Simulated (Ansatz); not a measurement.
Task: a comparison of functionals at one structure of KNbO3, space group P4mm, with the Python package of Ansatz (0.2.0). Give the script and its output. Level of theory (first run): BLYP, PAW, the default cutoff (420 eV here), 6×6×6 k-points, fixed occupations. The script varies functional: blyp, pbesol, revpbe, rpbe, pbe.

```cif
data_structure
_symmetry_space_group_name_H-M 'P 1'
_symmetry_Int_Tables_number 1
_cell_length_a 3.9960
_cell_length_b 3.9960
_cell_length_c 4.0630
_cell_angle_alpha 90.000
_cell_angle_beta 90.000
_cell_angle_gamma 90.000
_cell_volume 64.88
loop_
_atom_site_label
_atom_site_type_symbol
_atom_site_fract_x
_atom_site_fract_y
_atom_site_fract_z
_atom_site_occupancy
K1 K 0.00000 0.00000 0.01800 1
Nb1 Nb 0.50000 0.50000 0.50000 1
O1 O 0.50000 0.50000 0.04400 1
O2 O 0.50000 0.00000 0.54000 1
O3 O 0.00000 0.50000 0.54000 1
```

`xc_knbo3.py`
```python
"""Functional comparison for KNbO3 (totals differ with the potentials too)."""

import csv

import ansatz

system = (
    ansatz.Lattice.from_parameters(3.996, 3.996, 4.063, alpha=90, beta=90, gamma=90)
    .space_group(99, hermann_mauguin="P4mm")
    .atom("K", (0.0, 0.0, 0.018))
    .atom("Nb", (0.5, 0.5, 0.5))
    .atom("O", (0.5, 0.5, 0.044))
    .atom("O", (0.5, 0.0, 0.54))
)

job = system.calculation().pseudopotentials("paw").kpoints(6).occupations("fixed").stress()

rows = []
for value in ["blyp", "pbesol", "revpbe", "rpbe", "pbe"]:
    data = job.functional(value).run().report
    rows.append((value, data["free_energy_ev"] / len(data["lattice"]["sites"]), data["n_iterations"], sum(data["stress_gpa"][i][i] for i in range(3)) / 3, data["n_kpoints"]))

with open("xc.csv", "w", newline="") as handle:
    writer = csv.writer(handle)
    writer.writerow(["functional", "F/atom (eV)", "iterations", "P (GPa)", "k-points"])
    writer.writerows([round(v, 5) if isinstance(v, float) else v for v in row] for row in rows)
print(open("xc.csv").read())
```

Running `python xc_knbo3.py` prints:
```text
DeckWarning: basis.ecutwfc = 420 eV, auto-derived from the records' recommended cutoffs: set by K (normal level)
functional,F/atom (eV),iterations,P (GPa),k-points
blyp,-1564.49224,7,7.85173,40
pbesol,-1539.86307,8,-2.08067,40
revpbe,-1561.82824,7,6.36613,40
rpbe,-1562.74901,8,7.43323,40
pbe,-1559.5117,6,3.30602,40
```
(Warnings from the package without file and line.)

From lowest to highest: PBEsol (-2.1 GPa), PBE (3.3 GPa), revPBE (6.4 GPa), RPBE (7.4 GPa) and BLYP (7.9 GPa). At a fixed cell a lower pressure usually means a smaller equilibrium volume, so PBEsol prefers the smallest cell and BLYP the largest. Gaps by band count in the reports: BLYP 1.64 eV, PBEsol 1.53 eV, revPBE 1.61 eV, RPBE 1.62 eV and PBE 1.59 eV (Kohn-Sham values on this mesh, as a rule under measured gaps).

What to keep in mind:
- Spin is left out of this run.
- Pressure is positive in compression.
- The structure is a deposited one; some such entries were measured under pressure or heat, so a shift against it needn't be the functional's error alone.
- Total energies of different functionals can't be compared; pressures, moments and gaps at this one structure can.
- Finished in 19 s on 1 thread of Intel(R) Xeon(R) Processor @ 2.30GHz, with other jobs on the host, peak memory 0.54 GiB.
